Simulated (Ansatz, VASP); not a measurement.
# Al16N15 (V_N) in two plane-wave programs, part 2 of 2

One calculation is typed for both programs; each brings its own data sets. How far apart do they land? The cell is taken from a series of runs on this material, whose earlier steps may have relaxed, scaled, displaced or heated it; both programs get it as it stands.

VASP 6.6.1 and Ansatz 0.2.0.

So far: The starting structure; Ansatz: single point, HSE06.

### Step 3. VASP: single point, HSE06

Level of this step: HSE06, spin-polarised from a ferromagnetic start; plane waves and PAW (Al, N) (VASP).

The same cell, functional and mesh now go to VASP, with its own data sets.

Lines of VASP's logs that name or quote its potential files are left out, and so is its time.

The run reads the wave functions of an earlier VASP run, which isn't shown here.

The input, INCAR:

```
SYSTEM = Al16N15
PREC = Accurate
ENCUT = 520
EDIFF = 1E-06
NELM = 100
ISMEAR = 0
SIGMA = 0.01
LREAL = Auto
ALGO = Normal
LHFCALC = .TRUE.
AEXX = 0.25
GGA = PE
HFSCREEN = 0.208
LASPH = .TRUE.
NBANDS = 83
ISPIN = 2
MAGMOM = 0 0 0 0 -0 0.01 0 0 0 0 0 0 0.05 0.01 0 0 0 0.01 0.01 0.01 -0 0.01 0.01 0.01 0 0.02 0.01 0.01 0.01 0 0.02
PRECFOCK = Fast
LORBIT = 11
LWAVE = .FALSE.
LCHARG = .FALSE.
ISIF = 2
NUPDOWN = 1
```

The input, POSCAR:

```
Al16N15
1.0
    6.2272146276      0.0000000575      0.0000000000
   -3.1136073635      5.3929260336      0.0000000000
    0.0000000000      0.0000000000      9.9673533283
Al N
16 15
Direct
    0.3311782537      0.1644501372      0.2519655199
    0.1669859976      0.3344975460      0.5005074543
    0.3360025750      0.1676023408      0.7497806312
    0.1669219134      0.3323705388      0.9995737727
    0.3323718052      0.6634660472      0.2520390378
    0.1654027701      0.8438116262      0.4988720657
    0.3365674529      0.6666089050      0.7488201088
    0.1658472972      0.8312184241      0.0017454284
    0.8348018405      0.1653737485      0.2509308065
    0.6597996734      0.3366220311      0.4956458822
    0.8349057238      0.1653425138      0.7479416707
    0.6670138049      0.3317987237      0.0005337943
    0.8285662200      0.6593304493      0.2594101298
    0.6776592439      0.8290564994      0.4960623970
    0.8373265389      0.6668069656      0.7501978817
    0.6680444530      0.8313661785      0.0016473139
    0.3309548136      0.1711792849      0.4398802133
    0.1678653007      0.3305925827      0.1896731408
    0.3324629235      0.1660163109      0.9404497699
    0.1696936072      0.3321688518      0.6906540791
    0.3310243839      0.6710485248      0.4414429260
    0.1633355042      0.8266281772      0.1935513608
    0.3341214980      0.6681114231      0.9403585733
    0.1714084546      0.8331299481      0.6899198292
    0.8317058511      0.1715885103      0.4403291381
    0.6660884456      0.3273752474      0.1908078867
    0.8315847437      0.1654178078      0.9394852256
    0.6713648916      0.3344139605      0.6877384383
    0.6690374301      0.8290989272      0.1935494240
    0.8326457284      0.6660692306      0.9403268859
    0.6714940325      0.8293896551      0.6876115157
```

The input, KPOINTS:

```
Automatic mesh
0
Gamma
1 1 1
0 0 0
```

PAW data sets: Al and N (PBE family, release 64).

The run is started by

```
$ export OMP_NUM_THREADS=3
$ mpirun -np 1 vasp_gam
```

Numbers of over 12 decimals in the logs are rounded to 6 here.

What it wrote:

```text
[banner, memory and clock lines left out]
running    1 mpi-ranks, on    1 nodes
[...]
Offloading initialized ...    1 GPUs detected
[...]
LDA part: xc-table for (Slater+PW92), standard interpolation
 found WAVECAR, reading the header
 POSCAR, INCAR and KPOINTS ok, starting setup
[...]
reading WAVECAR
 the WAVECAR file was read successfully
 initial charge from wavefunction
 entering main loop
       N       E                     dE             d eps       ncg     rms          rms(c)
DAV:   1    -0.255921330830E+03   -0.25592E+03   -0.74786E+00   418   0.879E+00    0.328E+01
DAV:   2    -0.255970570941E+03   -0.49240E-01   -0.16699E-01   360   0.151E+00    0.220E+01
DAV:   3    -0.255962927885E+03    0.76431E-02   -0.46031E-03   400   0.278E-01    0.135E+01
DAV:   4    -0.255959605731E+03    0.33222E-02   -0.17808E-03   368   0.136E-01    0.800E+00
[...]
DAV:   9    -0.255958096586E+03    0.99145E-05   -0.47442E-06   341   0.834E-03    0.519E-01
DAV:  10    -0.255958094391E+03    0.21948E-05   -0.14892E-06   189   0.496E-03    0.304E-01
DAV:  11    -0.255958094345E+03    0.46165E-07   -0.82968E-07   189   0.373E-03
   1 F= -.25595809E+03 E0= -.25595809E+03  d E =-.426231E-13  mag=     1.0000
```

Parts of OUTCAR (step 3):

```text
  Total        0.2278266     -0.3412993    -11.1438919     -0.9023377      0.7938737      0.6265570
  in kB        1.0904781     -1.6336078    -53.3395463     -4.3189835      3.7998271      2.9989760
  external PRESSURE =     -17.9608920 kB  Pullay stress =       0.0000000 kB

 POSITION                                       TOTAL-FORCE (eV/Angst)
 -----------------------------------------------------------------------------------
      1.55028      0.88687      2.51143         0.257660     -0.141992     -1.671319
     -0.00164      1.80392      4.98873        -0.718256      0.511495      0.145391
      1.57051      0.90387      7.47333         0.514130     -0.345122     -0.050142
      0.00459      1.79245      9.96310        -0.105120      0.070564     -0.613921
      0.00398      3.57802      2.51216         0.110399      0.094816     -1.000683
     -1.59730      4.55061      4.97243         0.540867     -0.940150      1.381788
      0.02032      3.59497      7.46375         0.152197      0.451335     -0.188628
     -1.55532      4.48270      0.01740         0.075356      0.180092     -0.565959
      4.68358      0.89185      2.50112        -0.068813     -0.141959     -1.080865
      3.06061      1.81538      4.94028         1.022641      0.018956      1.247385
      4.68433      0.89168      7.45500        -0.280648     -0.360846     -0.153968
      3.12055      1.78937      0.00532        -0.135339     -0.159409     -0.528464
      3.10676      3.55572      2.58563         0.185129     -0.086647     -2.285097
      1.63857      4.47104      4.94443        -0.763178      0.303654      1.129126
[...]
-----------------------------------------------------------------------------------
    total drift:                                0.002075     -0.008912      0.036012

  FREE ENERGIE OF THE ION-ELECTRON SYSTEM (eV)
  ---------------------------------------------------
  free  energy   TOTEN  =      -255.9580943451 eV

  energy  without entropy=     -255.9580943451  energy(sigma->0) =     -255.95809435

 magnetization (x)
# of ion       s       p       d       tot
------------------------------------------
    1       -0.000   0.000   0.000  -0.000
    2        0.000  -0.000   0.000   0.000
    3        0.000   0.004   0.000   0.004
    4        0.001  -0.000   0.000   0.001
    5       -0.000  -0.000   0.000  -0.000
    6        0.004   0.018   0.000   0.021
    7        0.002   0.005   0.000   0.007
    8        0.000   0.001   0.000   0.002
    9       -0.000   0.000   0.000   0.000
   10       -0.001   0.003   0.000   0.002
   11        0.001   0.004   0.000   0.005
   12        0.001   0.002   0.000   0.002
   13        0.063   0.049   0.000   0.111
[...]
--------------------------------------------------
tot          0.112   0.183   0.000   0.295

[... 3 further parts left out ...]
[key lines of the parts left out:]
E-fermi :   5.1181
```

The k-mesh is coarse for exact exchange; levels may shift by about 0.1 eV on a finer one. The PAW data sets were made with PBE, which is usual practice but a small mismatch for other functionals.

### Step 4. Differences

Known differences besides the potentials themselves: exact exchange at q = 0 is treated differently, which shows on coarse meshes; VASP keeps PBE cores, Ansatz makes them for the functional; fixed occupations in Ansatz, narrow Gaussian smearing in VASP; the cutoff is 420 eV in Ansatz and 520 eV in VASP (PREC = Accurate, projectors in real space); VASP takes a coarser grid for exact exchange (PRECFOCK = Fast); site moments are counted in spheres of each program's own size. Total energies have different zeros and are not compared.

Both answers:

```
                             quantity  Ansatz  VASP  difference
total moment, fixed by the input (μB)    1.00  1.00        0.00
                  moment on Al13 (μB)    0.05  0.11       -0.06
```

Forces on 10 of the 31 atoms, those with the largest forces and the largest differences (eV/Å; atoms numbered as in POSCAR):

```
atom          Ansatz x, y, z            VASP x, y, z
 Al1   0.261, -0.135, -1.680   0.258, -0.142, -1.671
 Al6    0.537, -0.939, 1.386    0.541, -0.940, 1.382
 Al9  -0.072, -0.139, -1.090  -0.069, -0.142, -1.081
Al10     1.030, 0.014, 1.234     1.023, 0.019, 1.247
Al13   0.179, -0.098, -2.296   0.185, -0.087, -2.285
Al14    -0.765, 0.313, 1.126    -0.763, 0.304, 1.129
Al15    0.068, 0.008, -1.076    0.066, 0.003, -1.060
 N17    -0.443, 0.215, 0.046    -0.453, 0.222, 0.029
 N22    -0.054, 0.415, 0.628    -0.041, 0.421, 0.609
 N29    -0.445, 0.285, 0.446    -0.457, 0.287, 0.430
```

The forces differ by 7.6 meV/Å r.m.s., which is 1.4 % of the r.m.s. force of 0.558 eV/Å (both taken over all components).

### Step 5. Results

```json
{"r.m.s. force difference (single point, HSE06)": "1.4 % of the r.m.s. force"}
```

The r.m.s. force difference is 1.4 % of the r.m.s. force (single point, HSE06), within the 3 % picked in this series as the mark of a large difference. Such differences can come from data sets, numerical settings and the points named under the comparisons, not from the functional's error against experiment.

[Lines on the potential files, build, host, timing and source positions are cut from VASP's logs without a mark.]

[Logs are printed without paths, hosts, clocks, repeated set-up lines and the standing remarks that a program may print on its own settings, such as how far it seeks lower states.]

[Hosts, paths, dates, database ids (printed as entryN), source tags and the programs' standing remarks are cut or masked in the printed files.]
